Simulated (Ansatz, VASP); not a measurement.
# One calculation of AlN, two programs

File INCAR:

```
  PREC = Accurate
  ENCUT = 520
  EDIFF = 1E-7
  ISMEAR = 0
  SIGMA = 0.01
  LREAL = False
  LASPH = True
  NELM = 80
  ALGO = Normal
  ISIF = 2
  LWAVE = False
  LCHARG = False
  METAGGA = R2SCAN
  LMIXTAU = True
  NBANDS = 16
```

The input KPOINTS:

```
regular mesh
0
Gamma
  8 8 6
```

File POSCAR:

```
AlN
1.0
    3.1137541851      0.0000000000      0.0000000000
   -1.5568770926      2.6965902255      0.0000000000
    0.0000000000      0.0000000000      4.9832977840
Al N
2 2
Direct
    0.3333333333      0.6666666667     -0.0000165867
    0.6666666667      0.3333333333      0.4999834133
    0.3333333333      0.6666666667      0.3820165867
    0.6666666667      0.3333333333      0.8820165867
```

Input for Ansatz:

```yaml
crystal:
  lattice:
    - [3.1137541851, 0.0, 0.0]
    - [-1.5568770926, 2.6965902255, 0.0]
    - [0.0, 0.0, 4.983297784]
  atoms:
    - { symbol: Al, position: [0.3333333333, 0.6666666667, -1.65867e-05] }
    - { symbol: Al, position: [0.6666666667, 0.3333333333, 0.4999834133] }
    - { symbol: "N", position: [0.3333333333, 0.6666666667, 0.3820165867] }
    - { symbol: "N", position: [0.6666666667, 0.3333333333, 0.8820165867] }
scf:
  occupations: { method: fixed }
  n_extra_bands: 6
output:
  eigenvalues: true
kpoints:
  mp_grid: { grid: [8, 8, 6] }
hamiltonian:
  xc: r2scan
```

Alike in both runs: task single point; functional r2SCAN; k mesh 8 × 8 × 6; no spin polarisation.

```csv
,VASP,Ansatz
version,VASP 6.6.1,Ansatz 0.2.0
potentials or method,"VASP PAW PBE potentials, release 64 (Al, N)","scalar-relativistic, plane waves, PAW"
plane-wave cutoff (eV),520,500
occupations,"gaussian, width 0.01 eV",fixed
valence electrons in the cell,16,16
```

VASP gave:

* gap on the k mesh at the Fermi level (eV): 4.86
* least direct gap on the mesh (eV): 4.86

Q: Estimate Ansatz's values.

A: gap on the k mesh at the Fermi level (eV): 4.82; least direct gap on the mesh (eV): 4.82.

 A k mesh can miss the band edges. r2SCAN opens gaps a little over a GGA but as a rule still falls short of measured ones.
